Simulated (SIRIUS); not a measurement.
Ga:

```
Ga
1.0
     4.44947    0.00000    0.00000
    -2.22474    3.85336    0.00000
     0.00000    0.00000    2.76520
Ga
2
Direct
  0.33333 0.66667 0.50000
  0.66667 0.33333 0.50000
```

The cell was built by a generator and needn't be a form met in nature.

```yaml
Program: SIRIUS 7.10.0
Task: single point
Functional: PBE
Potentials_or_basis: PseudoDojo 0.4.1 PBE standard (scalar relativistic)
Cutoff: 1102 eV
Density_cutoff: 4408 eV
k_mesh: 7 × 7 × 10
Occupations: fermi-dirac, width 0.05 eV
Spin: no spin polarisation
```

On this cell: pressure 0.2 GPa; largest force under 0.003 eV/Å; band gap on the k mesh none (metal or under the smearing width).

The same run follows on a disturbed copy (atoms moved at random, drawn with an rms of 0.05 Å):

```xyz
2
Lattice="4.4495 0.0000 0.0000 -2.2247 3.8534 0.0000 0.0000 0.0000 2.7652" Properties=species:S:1:pos:R:3 pbc="T T T"
Ga    0.0369    2.5536    1.4288
Ga    2.2738    1.3204    1.3537
```

What does the disturbed cell give?

The energy (extrapolated to zero smearing) moves by +3.2 meV/atom; pressure 0.2 GPa; largest force 0.255 eV/Å; band gap on the k mesh none (metal or under the smearing width).

Forces on the atoms (eV/Å):
```
Ga   0.073  0.244  0.017
Ga  -0.073 -0.244 -0.017
```

Stress tensor (GPa, compression positive):
```
 1.68  0.27  0.02
 0.27 -0.31  0.05
 0.02  0.05 -0.78
```
